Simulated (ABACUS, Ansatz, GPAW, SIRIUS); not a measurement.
# 12 crystals, 5 set-ups of PBEsol: the bulk modulus

The same calculation (PBEsol, Γ-centred k mesh with a spacing near 0.25 Å⁻¹, Fermi-Dirac smearing of 0.05 eV, no spin-orbit coupling) was run on each cell with:

- A: SIRIUS, PseudoDojo 0.4.1 PBEsol standard (scalar relativistic), cutoffs 807 to 1307 eV
- B: ABACUS, PseudoDojo NC SR 0.4.1 PBEsol standard, cutoffs 789 to 1320 eV
- C: Ansatz LAPW, all-electron LAPW, scalar-relativistic
- D: GPAW, PAW data sets generated for this functional, cutoffs 600 to 800 eV
- E: SIRIUS, all-electron FP-LAPW

Moduli come from Birch-Murnaghan fits over scaled cells with fixed shape and fractions, which off cubic symmetry can lie above the relaxed values. Among the elements in a form other than the usual one at room conditions: Ge. Not every cell is the stable form of its formula. Spin polarisation and spin-orbit coupling are off unless named. Started with parallel moments: Co.

| crystal | A (GPa) | B (GPa) | C (GPa) | D (GPa) | E (GPa) |
| --- | --- | --- | --- | --- | --- |
| KI (Fm-3m) | 12.17 | 12.18 | 12.16 | 12.16 | 12.53 |
| KBr (Fm-3m) | 15.40 | 15.40 | 15.39 | 15.40 | 15.18 |
| ZnSe (F-43m) | 65.16 | 65.17 | 65.08 | 65.44 | 64.34 |
| Ge (P6_3/mmc, 4 atoms) | 66.53 | 66.55 | 66.61 | 67.72 | 66.85 |
| As (R-3m, 2 atoms) | 76.69 | 76.69 | 76.74 | 77.57 | 76.86 |
| ZnS (P6_3mc, 4 atoms) | 78.28 | 78.27 | 78.24 | 78.43 | 79.22 |
| SnO (P4/nmm, 4 atoms) | 94.55 | 94.57 | 94.84 | 95.75 | 94.92 |
| Hf (P6_3/mmc, 2 atoms) | 113.94 | 113.94 | 113.53 | 115.00 | 113.11 |
| MoS2 (R3m, 3 atoms) | 154.62 | 154.63 | 154.67 | 153.52 | 154.66 |
| Co (P6_3/mmc, 2 atoms) | 232.96 | 232.97 | 233.80 | 234.77 | 233.79 |
| WSi2 (I4/mmm, 3 atoms) | 234.75 | 234.73 | 234.30 | 235.74 | 234.41 |
| Pt (Fm-3m) | 287.31 | 287.32 | 286.16 | 282.87 | 286.44 |

Q: Which set-up lies closest to the mean of the all-electron results, and which farthest?

A: Closest is B (ABACUS, PseudoDojo NC SR 0.4.1 PBEsol standard), farthest D (GPAW, PAW data sets generated for this functional); B is the nearer of the two in 10 of 12 crystals. Against the mean of the all-electron results, the mean absolute deviation is A 0.47, B 0.46, D 0.97 %. The largest single deviation is +1.50 %, for KI in E. The figures use the values as printed. The all-electron reference has errors of its own basis, so a deviation may be partly its. Meshes of this size aren't converged for metals, which the comparison doesn't need. The functional is the same throughout, so these differences measure potentials, basis sets and numerical settings.
